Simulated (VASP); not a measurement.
# Sc (P6_3/mmc) in VASP: settings compared, part 2 of 2

VASP 6.6.1.

## Step 4: Relaxation of cell and atoms, PBEsol

INCAR

```
SYSTEM = Sc
ALGO = Fast ; EDIFF = 1E-7
EDIFFG = -0.005 ; ENCUT = 480
GGA = PS ; IBRION = 2
ISIF = 3 ; ISMEAR = 0
LASPH = .TRUE. ; LCHARG = .FALSE.
LREAL = .FALSE. ; LWAVE = .FALSE.
NELM = 80 ; NSW = 90
PREC = Accurate ; SIGMA = 0.1
```

KPOINTS

```
k-points
0
G
  15 15 8
  0 0 0
```

POSCAR

```
Sc
1.0
    3.2912249500      0.0000000000      0.0000000000
   -1.6456124800      2.8502844200      0.0000000000
    0.0000000000      0.0000000000      5.3325723900
Sc
2
Direct
    0.3333333300      0.6666666700      0.2500000000
    0.6666666700      0.3333333300      0.7500000000
```

Potentials or basis: VASP PAW PBE potentials, release 64 (Sc_sv).

Started as:

```console
$ cat potpaw_PBE.64/Sc_sv/POTCAR > POTCAR
$ mpirun -np 1 vasp_std > vasp.out
```

OUTCAR:

```text
SYSTEM = Sc
   EDIFF = 1E-7
   EDIFFG = -0.005
   ENCUT = 480
   GGA = PS
   IBRION = 2
   ISIF = 3
   ISMEAR = 0
   LASPH = .TRUE.
   LREAL = .FALSE.
   NELM = 80
   NSW = 90
   PREC = Accurate

 ion  position               nearest neighbor table
   1  0.333  0.667  0.250-   2 3.27   2 3.27   2 3.27   2 3.27   2 3.27   2 3.27
   2  0.667  0.333  0.750-   1 3.27   1 3.27   1 3.27   1 3.27   1 3.27   1 3.27

  LATTYP: Found a hexagonal cell.
 ALAT       =     3.2912249500
 C/A-ratio  =     1.6202394157

  Lattice vectors:

 A1 = (   3.2912249500,   0.0000000000,   0.0000000000)
 A2 = (  -1.6456124800,   2.8502844200,   0.0000000000)
 A3 = (   0.0000000000,   0.0000000000,   5.3325723900)

Analysis of symmetry for initial positions (statically):
=====================================================================
 Subroutine PRICEL returns:
 Original cell was already a primitive cell.

 Routine SETGRP: Setting up the symmetry group for a
 hexagonal supercell.

 Subroutine GETGRP returns: Found 24 space group operations
 (whereof 12 operations were pure point group operations)
 out of a pool of 24 trial point group operations.

The static configuration has the point symmetry D_3d.
 The point group associated with its full space group is D_6h.

Analysis of symmetry for dynamics (positions and initial velocities):
=====================================================================
 Subroutine PRICEL returns:
 Original cell was already a primitive cell.

 Routine SETGRP: Setting up the symmetry group for a
 hexagonal supercell.

 Subroutine GETGRP returns: Found 24 space group operations
 (whereof 12 operations were pure point group operations)
 out of a pool of 24 trial point group operations.

The dynamic configuration has the point symmetry D_3d.
 The point group associated with its full space group is D_6h.

 Subroutine INISYM returns: Found 24 space group operations
 (whereof 12 operations are pure point group operations),
 and found     1 'primitive' translations

----------------------------------------------------------------------------------------

                                     Primitive cell

  volume of cell :      50.0245

  direct lattice vectors                    reciprocal lattice vectors
     3.291224950  0.000000000  0.000000000     0.303838241  0.175421091  0.000000000
    -1.645612480  2.850284420  0.000000000     0.000000000  0.350842180  0.000000000
     0.000000000  0.000000000  5.332572390     0.000000000  0.000000000  0.187526756

  length of vectors
     3.291224950  3.291224956  5.332572390     0.350842181  0.350842180  0.187526756

  position of ions in fractional coordinates (direct lattice)
     0.333333330  0.666666670  0.250000000
     0.666666670  0.333333330  0.750000000

  ion indices of the primitive-cell ions
   primitive index   ion index
                 1           1
                 2           2

----------------------------------------------------------------------------------------

 KPOINTS: k-points

Automatic generation of k-mesh.
 Grid dimensions read from file:
 generate k-points for:   15   15    8

 Generating k-lattice:

  Cartesian coordinates                     Fractional coordinates (reciprocal lattice)
     0.020255883  0.011694739  0.000000000     0.066666667  0.000000000  0.000000000
     0.000000000  0.023389479  0.000000000     0.000000000  0.066666667  0.000000000
     0.000000000  0.000000000  0.023440844     0.000000000  0.000000000  0.125000000

  Length of vectors
     0.023389479  0.023389479  0.023440844

  Shift w.r.t. Gamma in fractional coordinates (k-lattice)
     0.000000000  0.000000000  0.000000000

 Subroutine IBZKPT returns following result:
 ===========================================

 Found    135 irreducible k-points:

 Following reciprocal coordinates:
            Coordinates               Weight
  0.000000  0.000000  0.000000      1.000000
  0.066667  0.000000  0.000000      6.000000
  0.133333  0.000000  0.000000      6.000000
  0.200000  0.000000  0.000000      6.000000
  0.266667  0.000000  0.000000      6.000000
  0.333333  0.000000  0.000000      6.000000
[... 16 lines left out ...]
  0.333333  0.200000  0.000000     12.000000
  0.400000  0.200000  0.000000      6.000000
 [... further k-points ...]
   k-points           NKPTS =    135   k-points in BZ     NKDIM =    135   number of bands    NBANDS=     15
   number of dos      NEDOS =    301   number of ions     NIONS =      2
   total plane-waves  NPLWV =  23040
   dimension x,y,z NGX =    24 NGY =   24 NGZ =   40
   dimension x,y,z NGXF=    48 NGYF=   48 NGZF=   80
   ions per type =               2
   NGX,Y,Z   is equivalent  to a cutoff of  12.12, 12.12, 12.47 a.u.
   NGXF,Y,Z  is equivalent  to a cutoff of  24.25, 24.25, 24.94 a.u.
 SYSTEM =  Sc
   PREC   = accura    normal or accurate (medium, high low for compatibility)
   ISTART =      0    job   : 0-new  1-cont  2-samecut
   ICHARG =      2    charge: 1-file 2-atom 10-const
   ISPIN  =      1    spin polarized calculation?
   LNONCOLLINEAR =      F non collinear calculations
   LSORBIT =      F    spin-orbit coupling
   LASPH  =      T    aspherical Exc in radial PAW
   ENCUT  =  480.0 eV  35.28 Ry    5.94 a.u.   5.88  5.88  9.53*2*pi/ulx,y,z
   NELM   =     80;   NELMIN=  2; NELMDL= -5     # of ELM steps
   EDIFF  = 0.1E-06   stopping-criterion for ELM
   LREAL  =      F    real-space projection
   EDIFFG = -.5E-02   stopping-criterion for IOM
   NSW    =     90    number of steps for IOM
   IBRION =      2    ionic relax: 0-MD 1-quasi-New 2-CG
   NFREE  =      1    steps in history (QN), initial steepest desc. (CG)
   ISIF   =      3    stress and relaxation
   ISYM   =      2    0-nonsym 1-usesym 2-fastsym
   POTIM  = 0.5000    time-step for ionic-motion
   TEBEG  =    0.0;   TEEND  =   0.0 temperature during run
   PSTRESS=    0.0 pullay stress
   NELECT =      22.0000    total number of electrons
   NUPDOWN=      -1.0000    fix difference up-down
   EMIN   =  10.00;   EMAX   =-10.00  energy-range for DOS
   EFERMI =   0.00;   METHOD = LEGACY
   ISMEAR =     0;   SIGMA  =   0.10  broadening in eV -4-tet -1-fermi 0-gaus
   EFERMI_NEDOS =   21; number of points for ismear=-14 and -15
   IALGO  =     68    algorithm
   IMIX   =      4    mixing-type and parameters
     AMIX     =   0.40;   BMIX     =  1.00
     AMIX_MAG =   1.60;   BMIX_MAG =  1.00
  volume/ion in A,a.u.               =      25.01       168.79
  Fermi-wavevector in a.u.,A,eV,Ry     =   1.244959  2.352630 21.087965  1.549922
  Thomas-Fermi vector in A             =   2.379202
   LORBIT       =      0    0 simple, 1 ext, 2 COOP (PROOUT), +10 PAW based schemes
   GGA     = PS    functional components
   LHFCALC =     F    Hartree Fock is set to
   AEXX    =    0.0000 exact exchange contribution
   IVDW    =     0    specifies the selected vdW correction
   LEPSILON=     F    determine dielectric tensor
   LRPA    =     F    only Hartree local field effects (RPA)
 conjugate gradient relaxation of ions
 non-spin polarized calculation
 RMM-DIIS sequential band-by-band and
 Gauss-broadening in eV      SIGMA  =   0.10
  energy-cutoff  :      480.00
  volume of cell :       50.02
 maximum number of plane-waves:      1211
 NGX is ok and might be reduce to    24
   NGX = 11   NGY = 11   NGZ = 19

--------------------------------------- Ionic step        1  -------------------------------------------

 number of electron      22.0000012 magnetization

 Free energy of the ion-electron system (eV)
  ---------------------------------------------------
  ext. energy  EPLUGINS =         0.00000000
  ---------------------------------------------------
  free energy    TOTEN  =       -13.18266776 eV

  energy without entropy =      -13.15992538  energy(sigma->0) =      -13.17129657

 E-fermi :   3.4976     XC(G=0):  -9.9311

 val. band max:        3.4975123500   @ k =   0.4000   0.2000   0.3750
 cond. band min:       3.5070727672   @ k =   0.4000   0.2000   0.3750
 fundamental gap:      0.0095604172
 Fermi energy:         3.4976090251

 k-point     1 :       0.0000    0.0000    0.0000
  band No.  band energies     occupation
      1     -45.7553      2.00000
      2     -45.6968      2.00000
      3     -24.6432      2.00000
      4     -24.3181      2.00000
      5     -24.3181      2.00000
      6     -24.2657      2.00000
      7     -24.2657      2.00000
      8     -24.2569      2.00000
      9      -1.6203      2.00000
     10       1.7883      2.00000
     11       3.8120      0.00001
     12       5.0937      0.00000
     13       5.0950      0.00000
     14       5.1061      0.00000
     15       5.4801      0.00000
[... 627 lines left out ...]
  energy  without entropy=      -13.2025769383  energy(sigma->0) =      -13.21213633

--------------------------------------- Ionic step        7  -------------------------------------------

 number of electron      22.0000008 magnetization

 Free energy of the ion-electron system (eV)
  ---------------------------------------------------
  ext. energy  EPLUGINS =         0.00000000
  ---------------------------------------------------
  free energy    TOTEN  =       -13.22170175 eV

  energy without entropy =      -13.20254206  energy(sigma->0) =      -13.21212190

 E-fermi :   3.8176     XC(G=0): -10.1616

 val. band max:        3.8121995819   @ k =   0.4000   0.2000   0.3750
 cond. band min:       3.8272168535   @ k =   0.4000   0.2000   0.3750
 fundamental gap:      0.0150172716
 Fermi energy:         3.8175506530

 k-point     1 :       0.0000    0.0000    0.0000
  band No.  band energies     occupation
      1     -45.2780      2.00000
      2     -45.1898      2.00000
      3     -24.2410      2.00000
      4     -23.8401      2.00000
      5     -23.8401      2.00000
      6     -23.7613      2.00000
      7     -23.7613      2.00000
      8     -23.7275      2.00000
      9      -1.3932      2.00000
     10       2.1228      2.00000
     11       4.5717      0.00000
     12       5.4516      0.00000
     13       5.4516      0.00000
     14       5.7567      0.00000
     15       5.9369      0.00000
[... 443 lines left out ...]
  FREE ENERGIE OF THE ION-ELECTRON SYSTEM (eV)
  ---------------------------------------------------
  free  energy   TOTEN  =       -13.2217017524 eV

  energy  without entropy=      -13.2025420553  energy(sigma->0) =      -13.21212190

 reached required accuracy - stopping structural energy minimisation
```

OSZICAR:

```text
N       E                     dE             d eps       ncg     rms          rms(c)
DAV:   1     0.375545627759E+03    0.37555E+03   -0.10583E+04  4074   0.144E+03
DAV:   2     0.784158296811E+01   -0.36770E+03   -0.36243E+03  5563   0.661E+02
[... 79 lines left out ...]
DAV:   1    -0.132218921320E+02   -0.19646E-03   -0.60001E-03  5403   0.135E+00    0.950E-02
RMM:   2    -0.132217096168E+02    0.18252E-03   -0.36326E-04  4340   0.301E-01    0.337E-02
RMM:   3    -0.132217027066E+02    0.69102E-05   -0.34310E-04  4789   0.192E-01    0.154E-02
RMM:   4    -0.132217013753E+02    0.13313E-05   -0.24002E-05  4939   0.665E-02    0.459E-03
RMM:   5    -0.132217015240E+02   -0.14866E-06   -0.63768E-06  4641   0.260E-02    0.106E-03
RMM:   6    -0.132217016861E+02   -0.16209E-06   -0.12141E-06  3718   0.126E-02    0.653E-04
RMM:   7    -0.132217017524E+02   -0.66346E-07   -0.22782E-07  2793   0.941E-03
   7 F= -.13221702E+02 E0= -.13212122E+02  d E =-.602422E-05
```

CONTCAR:

```text
Sc
   1.00000000000000
     3.2772875511570811    0.0000000000269372   -0.0000000000000000
    -1.6386437805340388    2.8382142784752746   -0.0000000000000000
     0.0000000000000000    0.0000000000000000    5.0828438181917166
  Sc
     2
Direct
     0.3333333300000021    0.6666666699999979    0.2500000000000000
     0.6666666699999979    0.3333333300000021    0.7500000000000000

  0.00000000E+00  0.00000000E+00  0.00000000E+00
  0.00000000E+00  0.00000000E+00  0.00000000E+00
```

Run time: 2.4 min. Hardware: 1 thread of Intel Xeon 6975P-C (Granite Rapids), shared host; peak memory 0.22 GiB.

Results:

```yaml
Free_energy: -13.2217 eV
Relaxed_volume: 23.64 Å³/atom
Relaxed_cell: a = 3.277 Å, b = 3.277 Å, c = 5.083 Å, α = 90.00°, β = 90.00°, γ = 120.00°
Space_group_after_relaxing_to_0.05_Å: P6_3/mmc (No. 194)
Energy_gained_by_relaxing: 19.5 meV/atom
Ionic_steps: 7
Pressure_after_relaxing: 0.0 GPa
Band_gap_on_the_k_mesh: none (metal or under the smearing width)
```

Step by step:
```tsv
step	energy change (eV)	largest force (eV/Å)	pressure (GPa)	volume (Å³)
1	0.0000	0.0000	-2.82	50.02
2	-0.0346	0.0000	0.54	46.89
3	-0.0347	0.0000	0.41	46.99
4	-0.0385	0.0000	0.16	47.15
5	-0.0390	0.0000	0.04	47.23
6	-0.0390	0.0000	0.04	47.23
7	-0.0390	0.0000	-0.01	47.28
```

Final structure:
```
Sc
1.0
     3.27729    0.00000    0.00000
    -1.63864    2.83821    0.00000
     0.00000    0.00000    5.08284
Sc
2
Direct
  0.33333 0.66667 0.25000
  0.66667 0.33333 0.75000
```

Caveat: the PAW data sets were made with another functional, which shifts forces and pressure a little.

## Step 5: Relaxation of cell and atoms, RPBE

INCAR: that of step 4 with these lines changed.

```diff
@@ -2,4 +2,4 @@
 ALGO = Fast ; EDIFF = 1E-7
-EDIFFG = -0.005 ; ENCUT = 480
-GGA = PS ; IBRION = 2
+EDIFFG = -0.005 ; ENCUT = 600
+GGA = RP ; IBRION = 2
 ISIF = 3 ; ISMEAR = 0
```

KPOINTS is that of step 4.

POSCAR is that of step 4.

Started as:

```console
$ cat potpaw_PBE.64/Sc_sv/POTCAR > POTCAR
$ mpirun -np 1 vasp_std > vasp.out
```

Run time: 3.9 min. Hardware: 1 thread of Intel Xeon 6975P-C (Granite Rapids), shared host; peak memory 0.27 GiB.

The run converged. Its results:

- Free energy: -11.8919 eV
- Relaxed volume: 25.64 Å³/atom
- Relaxed cell: a = 3.360 Å, b = 3.360 Å, c = 5.245 Å, α = 90.00°, β = 90.00°, γ = 120.00°
- Space group after relaxing (to 0.05 Å): P6_3/mmc (No. 194)
- Energy gained by relaxing: 8.2 meV/atom
- Ionic steps: 5
- Pressure after relaxing: 0.0 GPa
- Band gap on the k mesh: none (metal or under the smearing width)

Step by step:
| step | energy change (eV) | largest force (eV/Å) | pressure (GPa) | volume (Å³) |
| --- | --- | --- | --- | --- |
| 1 | 0.0000 | 0.0000 | 1.42 | 50.02 |
| 2 | -0.0140 | 0.0000 | -0.32 | 51.64 |
| 3 | -0.0141 | 0.0000 | -0.44 | 51.76 |
| 4 | -0.0161 | 0.0000 | -0.14 | 51.42 |
| 5 | -0.0164 | 0.0000 | 0.00 | 51.28 |

Final structure:
```
Sc
1.0
     3.36007    0.00000    0.00000
    -1.68004    2.90991    0.00000
     0.00000    0.00000    5.24450
Sc
2
Cartesian
  0.0000 1.9399 1.3111
  1.6800 0.9700 3.9334
```

Levels at points of the mesh, in eV from the Fermi level:
| k point | band 7 | band 8 | band 9 | band 10 | band 11 | band 12 | band 13 | band 14 | band 15 |
| --- | --- | --- | --- | --- | --- | --- | --- | --- | --- |
| (0.00, 0.00, 0.00) | -28.04 | -28.01 | -5.06 | -1.57 | 0.48 | 1.56 | 1.56 | 1.80 | 1.99 |
| (0.00, 0.00, 0.50) | -28.07 | -28.07 | -3.56 | -3.56 | 0.96 | 0.96 | 1.49 | 1.49 | 1.49 |

Caveat: the PAW data sets were made with another functional, which shifts forces and pressure a little.

## Step 6: Summary

| task | level | cell | cutoff (eV) | gap on the mesh (eV) | pressure (GPa) | relaxed volume (Å³/atom) |
| --- | --- | --- | --- | --- | --- | --- |
| single point | PBEsol | as given | 520 | none | -2.8 | - |
| relaxation of cell and atoms | PBEsol | relaxed | 580 | none | 0.0 | 23.66 |
| relaxation of cell and atoms | PBEsol | relaxed | 480 | none | 0.0 | 23.64 |
| relaxation of cell and atoms | RPBE | relaxed | 600 | none | 0.0 | 25.64 |

Alike in all rows: potentials or basis VASP PAW PBE potentials, release 64 (Sc_sv); no spin polarisation; k mesh 15 × 15 × 8; smearing gaussian 0.1 eV.

Caveats: the PAW data sets were made with another functional, which shifts forces and pressure a little.

Absolute energies hang on the potentials; compare differences alone.
